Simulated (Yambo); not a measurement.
# Si (Fd-3m) in Yambo: notebook

The runs below take Si through optical spectrum by the Bethe-Salpeter equation, with PBE.

Everything below comes from runs of Yambo 5.3.0. Logs are shortened: lines on timing, memory, paths and dates and some standing lists are left out, and cuts for length are marked.

## 1. Starting point

Symmetry: Fd-3m, No. 227, cubic system. Conventional cell: a = 5.444 Å, b = 5.444 Å, c = 5.444 Å, α = 90.00°, β = 90.00°, γ = 90.00°. Si (site symmetry -43m) has 4 Si at 2.36 Å as nearest neighbours.

## 2. Optical spectrum by the Bethe-Salpeter equation, PBE

bse1.in reads:

```
optics
bse
bss
rim_cut
em1s
RandQpts= 1000000
RandGvec= 50 RL
Chimod= "HARTREE"
% BndsRnXs
 1 | 19 |
%
NGsBlkXs= 3 Ry
% LongDrXs
 1 | 1 | 1 |
%
BSKmod= "SEX"
BSEmod= "retarded"
BSSmod= "d"
% BSEQptR
 1 | 1 |
%
% BSEBands
 3 | 6 |
%
BSENGexx= 20 Ry
BSENGBlk= 3 Ry
% BEnRange
 0 | 20 | eV
%
% BDmRange
 0.2 | 0.2 | eV
%
BEnSteps= 200
% BLongDir
 1 | 1 | 1 |
%
BSEprop= "abs"
WRbsWF
% KfnQP_E
 0.52 | 1.0 | 1.0 |
%
```

scf.in reads:

```
&CONTROL
  calculation = 'scf'
  prefix = 'pwscf'
  outdir = './tmp'
  pseudo_dir = './pseudo'
/
&SYSTEM
  ibrav = 0
  nat = 2
  ntyp = 1
  ecutwfc = 70
  nbnd = 9
  occupations = 'smearing'
  smearing = 'fd'
  degauss = 0.00367493
  force_symmorphic = .true.
/
&ELECTRONS
  conv_thr = 4d-10
  electron_maxstep = 120
  mixing_beta = 0.5
/
ATOMIC_SPECIES
Si    28.0850 14_Si_4_1.9_1.9_pbe_n_v1.0.upf
CELL_PARAMETERS angstrom
   0.0000000000    2.7218511865    2.7218511865
   2.7218511865    0.0000000000    2.7218511865
   2.7218511865    2.7218511865    0.0000000000
ATOMIC_POSITIONS angstrom
Si     2.7218511865    2.7218511865    2.7218511865
Si     4.0827767798    4.0827767798    4.0827767798
K_POINTS automatic
8 8 8 0 0 0
```

nscf.in reads:

```
&CONTROL
  calculation = 'nscf'
  prefix = 'pwscf'
  outdir = './tmp'
  pseudo_dir = './pseudo'
/
&SYSTEM
  ibrav = 0
  nat = 2
  ntyp = 1
  ecutwfc = 70
  nbnd = 54
  occupations = 'fixed'
  force_symmorphic = .true.
/
&ELECTRONS
  conv_thr = 1d-08
  diago_full_acc = .true.
  diago_thr_init = 1d-06
/
ATOMIC_SPECIES
Si    28.0850 14_Si_4_1.9_1.9_pbe_n_v1.0.upf
CELL_PARAMETERS angstrom
   0.0000000000    2.7218511865    2.7218511865
   2.7218511865    0.0000000000    2.7218511865
   2.7218511865    2.7218511865    0.0000000000
ATOMIC_POSITIONS angstrom
Si     2.7218511865    2.7218511865    2.7218511865
Si     4.0827767798    4.0827767798    4.0827767798
K_POINTS automatic
6 6 6 0 0 0
```

Potentials or basis: SPMS 1.0 PBE.

Command:

```sh
$ OMP_NUM_THREADS=1 pw.x -in scf.in > scf.out
$ OMP_NUM_THREADS=1 pw.x -in nscf.in > nscf.out
$ cd tmp/pwscf.save; p2y; mv SAVE ../..; cd ../..
$ OMP_NUM_THREADS=1 yambo
$ mkdir -p bse1; ln -s $PWD/g0w00/ndb.RIM bse1/
$ OMP_NUM_THREADS=1 yambo -F bse1.in -J bse1 -C bse1_out
$ OMP_NUM_THREADS=1 ypp -J bse1 -C bse1_out -e s -b 1
```

Yambo's report:

```text
[... sections 02.01 to 02.04 as in the set-up run ...]

  [02.05] Energies & Occupations
  ==============================

  [X] === General ===
  [X] Electronic Temperature                        :  0.000000  0.000000 [eV K]
  [X] Bosonic    Temperature                        :  0.000000  0.000000 [eV K]
  [X] Finite Temperature mode                       : no
  [X] El. density                                   :  0.19837E+24 [cm-3]
  [X] Fermi Level                                   :  6.155867 [eV]

  [X] === Gaps and Widths ===
  [X] Conduction Band Min                           :  0.722609 [eV]
  [X] Valence Band Max                              :  0.000000 [eV]
  [X] Filled Bands                                  :   4
  [X] Empty Bands                                   :    5   54
  [X] Direct Gap                                    :  2.551948 [eV]
  [X] Direct Gap localized at k                     :  1
  [X] Indirect Gap                                  :  0.722609 [eV]
  [X] Indirect Gap between kpts                     :   1  13
  [X] Last valence band width                       :  3.618964 [eV]
  [X] 1st conduction band width                     :  2.637216 [eV]

 [03] Transferred momenta grid and indexing
 ==========================================

 [BZ sampling] Q-grid is User defined and/or read from the database

 IBZ Q-points                                      :  16
 BZ  Q-points                                      :  216

 K/Q-points units:
 rlu = crystal or reduced units; cc = cartesian coordinates; iku = interal k-units

 Q [ 1]         [rlu]:  0.000000  0.000000  0.000000
 Q [ 2]         [rlu]:  0.66011E-18  0.66011E-18  0.16667
 Q [ 3]         [rlu]:  0.13202E-17  0.13202E-17  0.33333
 Q [ 4]         [rlu]: -0.32053E-17 -0.32053E-17 -0.50000
 Q [ 5]         [rlu]:  0.24958E-17  0.16667      0.16667
 Q [ 6]         [rlu]: -0.10701E-16  0.16667      0.33333
 Q [ 7]         [rlu]:  0.89388E-17  0.16667      0.50000
 Q [ 8]         [rlu]: -0.32053E-17  0.16667     -0.33333
 Q [ 9]         [rlu]: -0.29076E-16  0.16667     -0.16667
 Q [10]         [rlu]: -0.17730E-16  0.33333      0.33333
 Q [11]         [rlu]:  0.68824E-16  0.33333      0.50000
 Q [12]         [rlu]: -0.12709E-16  0.33333     -0.33333
 Q [13]         [rlu]: -0.74875E-17 -0.50000     -0.50000
 Q [14]         [rlu]:  0.166667  0.333333  0.500000
 Q [15]         [rlu]:  0.166667  0.333333 -0.333333
 Q [16]         [rlu]:  0.166667 -0.500000 -0.333333

  [03.01] X + BSE indexes
  =======================

   [03.01.01] Sigma indexes
   ========================

   [WR./SAVE//ndb.kindx]-----------------------------------------------------------
    Fragmentation                                    : no
    Polarization last K ( bz)                        :  216
    Polarization last K (ibz)                        :  16
    QP states                                        :   1  16
    X grid is uniform                                : yes
    Grids (string)                                   :  X B S
    Grids (int-vector)                               :  1  1  0  1

 [04] Coloumb potential Random Integration (RIM)
 ===============================================

 Summary of Coulomb integrals for non-metallic bands |Q|[au] RIM/Bare

 Q [1] 0.100000E-4 0.995998 * Q [2] 0.176318 1.065507
 Q [5] 0.203594 1.063520 * Q [9] 0.287926 1.025994
 Q [6] 0.337623 1.019443 * Q [3] 0.352635 1.017217
 Q [10] 0.407188 1.013507 * Q [8] 0.443723 1.010827
 Q [14] 0.455250 1.010532 * Q [7] 0.498702 1.008888
 Q [11] 0.528953 1.007997 * Q [4] 0.528953 1.007696
 Q [12] 0.575851 1.006539 * Q [15] 0.602240 1.006010
 Q [13] 0.610783 1.006174 * Q [16] 0.643821 1.005574

 [WARNING] [Xs] User bands 1-19 break level degeneracy

 [WARNING] [BS] User bands 3-6 break level degeneracy

 [05] External/Internal QP corrections
 =====================================

 [QP_apply] Action to be applied: USER defined scissor

  [05.01]  QP corrections report
  ==============================

  [K+QP] === General ===
  [K+QP] Electronic Temperature                     :  0.000000  0.000000 [eV K]
[... 106 lines left out ...]
  BZ energy DbGd points                            : 0
  BZ Q point size factor                           : -1.000000
  X Optical Averaged directions                    : none
 [X-CG] R(p) Tot o/o(of R):    691  12960    100
 [WR./bse1//ndb.em1s_fragment_1]-------------------------------------------------
  Current Q-pt index                               :  1
  X energy range                                   :  0.000000  0.000000 eV
  X damping range                                  :  0.001000  0.001000 eV
  Number of frequencies                            :  1
 [X-CG] R(p) Tot o/o(of R):   2570  12960    100
 [WR./bse1//ndb.em1s_fragment_2]-------------------------------------------------
  Current Q-pt index                               :  2
  X energy range                                   :  0.000000  0.000000 eV
  X damping range                                  :  0.001000  0.001000 eV
  Number of frequencies                            :  1
 [X-CG] R(p) Tot o/o(of R):   2444  12960    100
 [X-CG] R(p) Tot o/o(of R):   1404  12960    100
 [X-CG] R(p) Tot o/o(of R):   2128  12960    100
 [X-CG] R(p) Tot o/o(of R):   3861  12960    100
 [X-CG] R(p) Tot o/o(of R):   3531  12960    100
 [X-CG] R(p) Tot o/o(of R):   3430  12960    100
 [X-CG] R(p) Tot o/o(of R):   3028  12960    100
 [X-CG] R(p) Tot o/o(of R):   2070  12960    100
 [X-CG] R(p) Tot o/o(of R):   3593  12960    100
 [X-CG] R(p) Tot o/o(of R):   2861  12960    100
 [X-CG] R(p) Tot o/o(of R):   1265  12960    100
 [X-CG] R(p) Tot o/o(of R):   3657  12960    100
 [X-CG] R(p) Tot o/o(of R):   3713  12960    100
 [X-CG] R(p) Tot o/o(of R):   2844  12960    100

 [08] Bethe Salpeter Equation driver
 ===================================

  [08.01] Bethe Salpeter Equation @q1
  ===================================

   [08.01.01] Transition pre-analysis @q1
   ======================================

   [08.01.02] Transition Groups build-up @q1
   =========================================

   [BSK] Transition groups (total):  16
   [BSK] Size (resonant):   864
   [BSK]         (total):   864
   [BSK] N. of matrices :  1

   [08.01.03] Loading Dipoles @q1
   ==============================

   [08.01.04] Independent Particles properties @q1
   ===============================================

   [08.01.05] BSE Kernel @q1 (Resonant CORRRELATION EXCHANGE)
   ==========================================================

   [BSE] Exchange components :   459
   [BSE] Correlation components :   51  229

    [08.01.05.01] Screened interaction header I/O
    =============================================

    [08.01.05.02] Main kernel loop
    ==============================

    [WR./bse1//ndb.BS_Q1_CPU_0]-----------------------------------------------------
     Brillouin Zone Q/K grids (IBZ/BZ)                :   16  216   16  216
     RL vectors                                       :   3479 [WF]
     Coulomb cutoff potential                         : none
     Parallel CPUs
     Parallel Roles
     Fragmentation                                    : no
     BS kernel          wavefunctions                 : Perdew, Burke & Ernzerhof(X)+Perdew, Burke & Ernzerhof(C)
     Static diel. fun.  energies                      : Perdew, Burke & Ernzerhof(X)+Perdew, Burke & Ernzerhof(C)
     wavefunctions                                    : Perdew, Burke & Ernzerhof(X)+Perdew, Burke & Ernzerhof(C)
     [K] Identifier                                   :   4541
     [K] Dimension                                    :   864
     [K] Bands                                        :   3   6
     [K] Exchange                                     : yes [res]
     [K] Correlation                                  : yes [res]
     [K] Kernel`s coupling                            : no
     [K] Exchange                                     : no [cpl]
     [K] Correlation                                  : no [cpl]
     [K] W interaction is bare                        : no
     [K] ALDA kernel in R-space                       : no
     [K] RL vectors                                   :   459 [exchange]
     [K] RL vectors                                   :   51 [correlation]
     [K] E/h energy range                             : -1.000000 -1.000000 [eV]
     [K] Coupling range                               :  100.0000  100.0000 [o/o]
     [W] Interaction is diagonal                      : no
     [W] Matrix size                                  :   51
     [W] Bands                                        :   1  19
     [W] e/h energy range                             : -1.000000 -1.000000 [eV]
     [W] Poles                                        :  100.0000 [o/o]
     [W] RL vectors in the sum                        :   3479
     [W] [r,Vnl] included                             : yes
     [W] Field direction                              :  0.577350E-5  0.577350E-5  0.577350E-5
     [W] Coulomb Cutoff                               : none
     [W] Hxc Kernel                                   : HARTREE
     [RIM] RL components                              :   51 [col]
     [RIM] Random points                              :  1000000 [col]
     [SOC] Perturbative SOC                           : no
     [K] Kernel long-range exchange                   : BAR

    [08.01.05.03] Wave-Function Phases
    ==================================

    [BSE] WF phases found       :  62.23958 [o/o]

   [08.01.06] BSE solver(s) @q1
   ============================

   [08.01.07] Diago Solver @q1
   ===========================

   [WR./bse1//ndb.BS_diago_Q1]-----------------------------------------------------
    BS kernel          energies                      : Perdew, Burke & Ernzerhof(X)+Perdew, Burke & Ernzerhof(C)+ user defined corrections @E
    [K] Identifier                                   :   4541
    [K] Dimension                                    :   864
    [K] Bands                                        :   3   6
    [K] Exchange                                     : yes [res]
    [K] Correlation                                  : yes [res]
    [K] Kernel`s coupling                            : no
    [K] Exchange                                     : no [cpl]
    [K] Correlation                                  : no [cpl]
    [K] W interaction is bare                        : no
    [K] ALDA kernel in R-space                       : no
    [K] RL vectors                                   :   459 [exchange]
    [K] RL vectors                                   :   51 [correlation]
    [K] E/h energy range                             : -1.000000 -1.000000 [eV]
    [K] Coupling range                               :  100.0000  100.0000 [o/o]
    [W] Interaction is diagonal                      : no
    [W] Matrix size                                  :   51
    [W] Bands                                        :   1  19
    [W] e/h energy range                             : -1.000000 -1.000000 [eV]
    [W] Poles                                        :  100.0000 [o/o]
    [W] RL vectors in the sum                        :   3479
    [W] [r,Vnl] included                             : yes
    [W] Field direction                              :  0.577350E-5  0.577350E-5  0.577350E-5
    [W] Coulomb Cutoff                               : none
    [W] Hxc Kernel                                   : HARTREE
    [RIM] RL components                              :   51 [col]
    [RIM] Random points                              :  1000000 [col]
    [SOC] Perturbative SOC                           : no
    [K] Kernel long-range exchange                   : BAR
    [BSS] Eigenstates included                       : yes
    [BSS] Field direction                            :  0.577350E-5  0.577350E-5  0.577350E-5
    [BSS] Eigenstates computed                       :   864
    [BSS] Number of BSE matrices                     :  1
```

Run time: 64 s. Hardware: 1 thread of Arm Neoverse V2, shared host; peak memory 0.28 GiB.

Results:

| Property | Result |
| --- | --- |
| Band gap on the k mesh, mean-field level | 0.72 eV, indirect (least direct gap 2.55 eV) |
| Exciton binding energy | 0.12 eV |
| Lowest exciton energy | 2.95 eV |
| Lowest bright exciton energy | 2.95 eV |

Dielectric function (along the field direction of the input):
```csv
energy (eV),real part,imaginary part
0.30,14.57,0.13
0.80,15.21,0.39
1.31,16.63,0.79
1.81,19.39,1.59
2.31,25.26,3.96
2.81,39.38,20.11
3.32,3.53,29.25
3.82,11.01,46.15
4.32,-23.95,15.54
4.82,-12.08,7.21
5.33,-8.28,3.32
5.83,-5.15,3.34
6.33,-2.92,4.60
6.83,-6.75,3.89
7.34,-4.66,1.85
7.84,-4.34,1.18
8.34,-3.21,0.41
8.84,-2.44,0.25
9.35,-1.92,0.18
9.85,-1.52,0.14
10.35,-1.20,0.13
10.85,-1.00,0.11
11.36,-0.78,0.08
11.86,-0.60,0.06
12.36,-0.45,0.06
12.86,-0.33,0.05
13.37,-0.21,0.04
13.87,-0.12,0.04
14.37,-0.03,0.03
14.87,0.04,0.03
15.38,0.11,0.03
15.88,0.17,0.02
16.38,0.22,0.02
16.88,0.27,0.02
17.39,0.32,0.02
17.89,0.36,0.02
18.39,0.40,0.01
18.89,0.43,0.01
19.40,0.46,0.01
20.00,0.49,0.01
```

Lowest exciton energies (eV): 2.95, 2.96, 2.96, 2.97, 3.06, 3.06, 3.06, 3.08

Excitons:
| energy (eV) | strength (relative to the strongest) |
| --- | --- |
| 2.955 | 0.015 |
| 2.956 | 0.077 |
| 2.960 | 0.017 |
| 2.965 | 0.031 |
| 3.060 | 1 |
| 3.061 | 0.42 |
| 3.062 | 0.31 |
| 3.079 | 4.6e-06 |
| 3.079 | 0.00066 |
| 3.080 | 0.00055 |
| 3.085 | 2.7e-05 |
| 3.085 | 3.6e-06 |

Caveat: this k mesh misses the band edges, so its gaps are larger than the crystal's; the scissor is the correction of the direct gap in an earlier G0W0 run on the same states; exciton energies and binding change strongly with the k mesh and aren't converged on this one; spectra need much finer meshes, so this one isn't converged.

(Part 1 of 2 ends here.)
